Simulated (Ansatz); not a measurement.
# PbS, space group Cmcm: a calculation of the elastic constants

Program: Ansatz 0.2.0 through its Python package.

`run_elastic.py`:
```python
'''Elastic constants of PbS.'''

from dataclasses import replace
import warnings

import ansatz as az
import numpy as np

warnings.simplefilter('ignore', az.DeckWarning)

structure = (
    az.Lattice.of((2.079953, -5.991297, 0.0), (2.079953, 5.991297, 0.0), (0.0, 0.0, 4.279321))
    .atom('Pb', (0.869437, 0.130563, 0.75))
    .atom('Pb', (0.130563, 0.869437, 0.25))
    .atom('S', (0.645203, 0.354797, 0.75))
    .atom('S', (0.354797, 0.645203, 0.25))
)

calculation = (
    structure.calculation()
    .basis(450)  # a bare number is in eV
    .functional('pbesol')
    .occupations(az.OccupationsMethod.FERMI_DIRAC, width=20 * az.meV)  # smearing steadies the SCF of a metal
    .kpoints(6, 6, 6)  # sampling of the Brillouin zone
)
# first bring the cell to zero stress
rest = calculation.relax(cell=True).run(threads=1, backend='cpu').lattice
relaxed = az.Crystal(lattice=az.Lattice.of(rest.cell_ang))
for site in rest.sites:
    relaxed = relaxed.atom(site.symbol, site.position_frac)
calculation = replace(calculation, crystal=relaxed)
print('relaxed volume {:.3f} A^3'.format(abs(np.linalg.det(rest.cell_ang))))
done = calculation.elastic(az.ElasticMode.RELAXED_ION).run(threads=1, backend='cpu')
elastic = done.elastic

print(np.array2string(np.round(elastic.c_gpa, 1) + 0.0, suppress_small=True))
print('Voigt stress of the unstrained cell (GPa, tension positive):', np.round(elastic.sigma0_gpa, 3) + 0.0)
print('smallest eigenvalue of C:', round(elastic.stability.min_eigenvalue_gpa, 1), 'GPa; tensor positive definite:', elastic.stability.min_eigenvalue_gpa > 0)
# averaged moduli need a positive definite tensor
if elastic.stability.min_eigenvalue_gpa > 0:
    m = elastic.moduli
    print(f'K = {m.k_hill_gpa:.1f}, G = {m.g_hill_gpa:.1f}, E = {m.youngs_gpa:.1f} GPa, Poisson ratio {m.poisson:.3f}, K/G = {m.k_hill_gpa / m.g_hill_gpa:.2f}')
    S = np.linalg.inv(elastic.c_gpa)
    print('Young modulus along x, y, z (GPa):', np.round(1 / np.diag(S)[:3], 1))
    print('linear compressibility along x, y, z (1/TPa):', np.round(1000 * S[:3, :3].sum(axis=1), 2))
```

```console
$ python run_elastic.py
relaxed volume 100.688 A^3
[[95.6  6.4 54.7  0.   0.   0. ]
 [ 6.4 53.4 18.7  0.   0.   0. ]
 [54.8 18.8 93.1  0.   0.   0. ]
 [ 0.   0.   0.  15.7  0.   0. ]
 [ 0.   0.   0.   0.  64.2  0. ]
 [ 0.   0.   0.   0.   0.  -4.4]]
Voigt stress of the unstrained cell (GPa, tension positive): [ 0.041  0.043 -0.029  0.     0.     0.   ]
smallest eigenvalue of C: -4.4 GPa; tensor positive definite: False
```

Caveats:
- In a crystal with a gap the Fermi level's place inside it depends on smearing and mesh.
- Spin-orbit coupling, which matters for elements this heavy, is left out.
- This cell is a computed structure, which may not be the phase found in nature.
- The constants belong to the cell that was strained; where it wasn't relaxed first it may be under stress.
- Hardware and time: 12 min on 1 thread of Intel(R) Xeon(R) Processor @ 2.30GHz (shared host), peak memory 0.86 GiB.

(A comment or docstring line of the script was reworded after the run, the code is as it ran.)
